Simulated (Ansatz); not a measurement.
Bands of Si

```
Si
1.0
     0.00000    2.73492    2.73492
     2.73492    0.00000    2.73492
     2.73492    2.73492    0.00000
Si
2
Direct
  0.00000 0.00000 0.00000
  0.25000 0.25000 0.25000
```

Atoms are numbered in the order listed.

The structure comes from a relaxation in the same program, started in the diamond type, and has space group Fd-3m. Whether it is a known phase or the ground state wasn't checked.

Theory: DFT, PBE, all-electron LAPW, scalar-relativistic (Ansatz 0.2.0).

Numerical set-up: a Γ-centred 13×13×13 k mesh, Fermi–Dirac smearing of 0.05 eV, basis error target 0.25 meV/atom, no spin polarisation.

Points in fractions of the reciprocal vectors of this cell: Γ (0, 0, 0), X (0.5, 0, 0.5), U (0.625, 0.25, 0.625), K (0.375, 0.375, 0.75), L (0.5, 0.5, 0.5), W (0.5, 0.25, 0.75). The path joins them by straight lines in the order Γ–X–U–K–Γ–L–W–X; legs that retrace an earlier one aren't tabulated. Energies are in eV from the top of the valence band.

Problem. Is there a gap, and where are the band edges?

Solution. 0.62 eV, indirect from Γ to the line Γ–X (0.5, 0, 0.5).

Problem. List the levels between -14 and 2.5 eV at the symmetry points.

Solution. 
Γ: -11.81, 0.00 (×3)
X: -7.75 (×2), -2.80 (×2), 0.75 (×2)
U: -8.16, -7.17, -4.20, -2.38, 1.24
K: -8.16, -7.17, -4.20, -2.38, 1.24
L: -9.54, -6.87, -1.18 (×2), 1.46
W: -7.59 (×2), -3.76 (×2)

Kohn–Sham gaps of semilocal functionals usually fall short of measured ones.
